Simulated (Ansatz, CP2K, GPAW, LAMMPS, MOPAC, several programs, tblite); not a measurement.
**Many methods on one cell: LiCl (CsCl type)**

LiCl (CsCl type), relaxed with r2SCAN in Ansatz, was computed with several methods. It is cubic, Pm-3m (No. 221); conventional cell a = 3.271 Å, 17.50 Å³ an atom. Li has 8 Cl at 2.83 Å; Cl has 8 Li at 2.83 Å. Simulation only: spin-unpolarised, and no claim that this is the phase found in nature.

```
CELL_PARAMETERS angstrom
3.27112 0.00000 0.00000
0.00000 3.27112 0.00000
0.00000 0.00000 3.27112
ATOMIC_POSITIONS crystal
Li 0.00000 0.00000 0.00000
Cl 0.50000 0.50000 0.50000
```

Gaps and times are for a single point on this cell; volume and bulk modulus come from each method's own relaxation or energy curve at fixed shape. Times are rough, from shared hosts (Arm Neoverse V1), and each method has its own mesh and cell size. A star marks a curve whose lowest point is an end point. PM6 (MOPAC), PM7 (MOPAC), GFN1-xTB (tblite), GFN2-xTB (tblite) treat a cluster of cells at its zone centre, which samples few k points: where these miss a band edge, the gap comes out too large for that reason alone. Gaps from k meshes are read at a limited set of points (mesh, symmetry points, PBE's band edges), so each method's own least gap may be somewhat smaller. Force fields have no electrons; where one was fitted to this phase, its volume and modulus reflect the fit. xTB and the PM methods were fitted mostly to molecules, and can miss a solid's gap by electronvolts. Minimal bases can be far off for gaps. GLLB-SC's gap includes the derivative discontinuity. d marks a direct gap, i an indirect one (no mark: not told apart), a dash a value that wasn't computed or didn't pass its checks.

```json
{"method": "ffield.eim (LAMMPS)", "kind": "force field", "gap (eV)": "–", "own volume (Å³/atom)": "–", "bulk modulus (GPa)": "–", "atoms computed": "2", "processor time": "0.12 s"}
{"method": "light PBE (260 eV, its own mesh)", "kind": "light plane-wave", "gap (eV)": "4.41 i", "own volume (Å³/atom)": "17.88", "bulk modulus (GPa)": "31", "atoms computed": "2", "processor time": "0.47 s"}
{"method": "PBE", "kind": "semilocal", "gap (eV)": "4.42 i", "own volume (Å³/atom)": "17.66", "bulk modulus (GPa)": "32", "atoms computed": "2", "processor time": "1.1 s"}
{"method": "r2SCAN", "kind": "semilocal", "gap (eV)": "5.25 i", "own volume (Å³/atom)": "17.50", "bulk modulus (GPa)": "34", "atoms computed": "2", "processor time": "2.4 s"}
{"method": "PBE/single zeta (GPAW)", "kind": "small basis", "gap (eV)": "3.37 i", "own volume (Å³/atom)": "–", "bulk modulus (GPa)": "–", "atoms computed": "2", "processor time": "2.8 s"}
{"method": "GFN1-xTB (tblite)", "kind": "tight binding", "gap (eV)": "3.15", "own volume (Å³/atom)": "15.68*", "bulk modulus (GPa)": "–", "atoms computed": "54", "processor time": "3.5 s"}
{"method": "PBE/SZV (CP2K)", "kind": "small basis", "gap (eV)": "3.62 i", "own volume (Å³/atom)": "19.48*", "bulk modulus (GPa)": "–", "atoms computed": "2", "processor time": "3.7 s"}
{"method": "PM7 (MOPAC)", "kind": "semi-empirical", "gap (eV)": "5.58", "own volume (Å³/atom)": "–", "bulk modulus (GPa)": "–", "atoms computed": "54", "processor time": "4.7 s"}
{"method": "PM6 (MOPAC)", "kind": "semi-empirical", "gap (eV)": "9.13", "own volume (Å³/atom)": "–", "bulk modulus (GPa)": "–", "atoms computed": "54", "processor time": "5.3 s"}
{"method": "GLLB-SC (GPAW)", "kind": "model potential", "gap (eV)": "8.19", "own volume (Å³/atom)": "–", "bulk modulus (GPa)": "–", "atoms computed": "2", "processor time": "5.3 s"}
{"method": "GFN2-xTB (tblite)", "kind": "tight binding", "gap (eV)": "3.27", "own volume (Å³/atom)": "16.58", "bulk modulus (GPa)": "39", "atoms computed": "54", "processor time": "5.3 s"}
{"method": "PBE/DZVP (CP2K)", "kind": "small basis", "gap (eV)": "4.34 i", "own volume (Å³/atom)": "17.79", "bulk modulus (GPa)": "33", "atoms computed": "2", "processor time": "9.3 s"}
```

Against r2SCAN (5.25 eV) the nearest gap at the points sampled is that of PM7 (MOPAC) (+0.33 eV) and the farthest that of PM6 (MOPAC) (+3.88 eV). r2SCAN is only a yardstick of convenience: semilocal gaps usually lie below measured ones, which GLLB-SC and hybrids aim to mend.

Volumes against r2SCAN's: light PBE (260 eV, its own mesh) +2.2 %, PBE +0.9 %, GFN2-xTB (tblite) -5.3 %, PBE/DZVP (CP2K) +1.7 %.
